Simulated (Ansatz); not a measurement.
Crystal: CuO (Tenorite).

```
Cu O
1.0
     2.34465   -1.71340    0.00000
     2.34465    1.71340    0.00000
    -0.86055    0.00000    5.05944
Cu O
2 2
Cartesian
  0.7420 -0.8457 2.5297
  1.1723 0.8457 0.0000
  1.6421 0.2841 3.8133
  2.0724 -0.2841 1.2836
```

```yaml
Program: Ansatz 0.2.0
Task: relaxation of cell and atoms
Functional: PBEsol
Potentials_or_basis: Ansatz PAW
Cutoff: "420 eV (not typed: the program's choice for these potentials)"
k_mesh: 10 × 10 × 5
Occupations: fermi-dirac, width 0.05 eV
Spin: no spin polarisation
Hubbard_terms: Cu d U = 5.3 eV
```

At the start: volume 10.16 Å³/atom.

Q: Where does the relaxation end?

A: It ends after 26 steps and the volume is 10.86 Å³/atom (+6.8 %); space group Cccm (No. 66, to 0.05 Å).

Step by step:
| step | energy change (eV) | largest force (eV/Å) | volume (Å³) |
| --- | --- | --- | --- |
| 1 | 0.0000 | 0.7951 | 40.65 |
| 2 | -0.0292 | 0.6016 | 40.90 |
| 3 | -0.0725 | 0.1139 | 41.22 |
| 4 | -0.0764 | 0.0130 | 42.10 |
| 5 | -0.0794 | 0.0053 | 41.93 |
| 6 | -0.0790 | 0.0006 | 42.05 |
| 7 | -0.0791 | 0.0000 | 42.05 |
| 8 | -0.0968 | 0.0014 | 42.05 |
| 9 | -0.1028 | 0.0052 | 42.55 |
| 10 | -0.1025 | 0.0140 | 42.98 |
| 11 | -0.1030 | 0.0005 | 42.91 |
| 12 | -0.1129 | 0.0002 | 42.91 |
| 13 | -0.1154 | 0.0042 | 43.16 |
| 14 | -0.1152 | 0.0064 | 43.30 |
| 15 | -0.1153 | 0.0014 | 43.27 |
| 16 | -0.1154 | 0.0005 | 43.26 |
| 17 | -0.1194 | 0.0018 | 43.26 |
| 18 | -0.1203 | 0.0012 | 43.35 |
| 19 | -0.1203 | 0.0027 | 43.38 |
| 20 | -0.1215 | 0.0032 | 43.38 |
| 21 | -0.1217 | 0.0027 | 43.43 |
| 22 | -0.1218 | 0.0000 | 43.41 |
| 23 | -0.1221 | 0.0001 | 43.41 |
| 24 | -0.1222 | 0.0003 | 43.42 |
| 25 | -0.1222 | 0.0000 | 43.42 |
| 26 | -0.1224 | 0.0001 | 43.42 |

Final structure:
```xyz
4
Lattice="2.0654 -2.0481 0.1576 2.0654 2.0481 0.1576 -0.4179 0.0000 5.1004" Properties=species:S:1:pos:R:3 pbc="T T T"
Cu    0.7992   -1.0241    2.6366
Cu    1.0082    1.0241    0.0864
O     1.7274    0.0066    3.9905
O     1.9364   -0.0066    1.4404
```

Caveat: the plane-wave basis is chosen anew once the cell has moved, so the energies of steps on either side of that aren't comparable; the pressure holds a Pulay correction of +0.7 GPa for the finite cutoff; the run has no spin polarisation, though such a crystal can be magnetic; U without spin polarisation on a metal has little footing; the PAW data sets come from PBE, with cores solved anew for the run's functional, which leaves a small shift of forces and pressure.
